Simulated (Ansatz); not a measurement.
# PbS: the cost of one run

Method: DFT PBE, scalar-relativistic, plane waves, PAW, in Ansatz 0.2.0.

**1. The starting structure**

It takes space group P4/nmm (No. 129, tetragonal). The conventional cell has a = 4.446 Å, b = 4.446 Å, c = 18.000 Å, α = 90.00°, β = 90.00°, γ = 90.00°. Pb (site symmetry 4mm) is surrounded by 1 S at 2.61 Å. S (site symmetry 4mm) is surrounded by 1 Pb at 2.61 Å.

Coordinates:

```
CELL_PARAMETERS angstrom
4.44626 0.00000 0.00000
0.00000 4.44626 0.00000
0.00000 0.00000 18.00000
ATOMIC_POSITIONS crystal
Pb 0.00000 0.50000 0.45361
Pb 0.50000 0.00000 0.54639
S 0.00000 0.50000 0.59880
S 0.50000 0.00000 0.40120
```

The cell is invented: random sheet by layer group and Wyckoff sites. The dimensions are guesses.

It is a sheet, periodic along a and b, with vacuum along c; volumes and pressures of the box carry no meaning, and space groups named for it are those of the box.

**2. The guess as it stands, on a coarse mesh**

The input, input.yaml:

```yaml
crystal:
  lattice:
    - [4.446256, 0.0, 0.0]
    - [0.0, 4.446256, 0.0]
    - [0.0, 0.0, 18.0]
  atoms:
    - { symbol: Pb, position: [0.0, 0.5, 0.45361284] }
    - { symbol: Pb, position: [0.5, 0.0, 0.54638716] }
    - { symbol: S, position: [0.0, 0.5, 0.59879727] }
    - { symbol: S, position: [0.5, 0.0, 0.40120273] }
  periodic: [true, true, false]
basis:
  ecutwfc: 420
kpoints:
  mp_grid: { grid: [4, 4, 1] }
hamiltonian:
  xc: pbe
scf:
  occupations: { method: gaussian, width: 0.1 }
  lower_state_search: "off"
output:
  forces: true
  stress: true
  eigenvalues: true
```

Started as:

```
$ ansatz run input.yaml --threads 1 --pin off --max-ram 2048MiB --backend cpu --events-out ev --progress --plain --runs-dir out
```

Q: Estimate wall time and peak memory on 1 thread of Intel Xeon Platinum 8259CL at 2.50GHz (Skylake/Cascade Lake), shared host.

About 15 s, with a peak of 0.65 GiB.
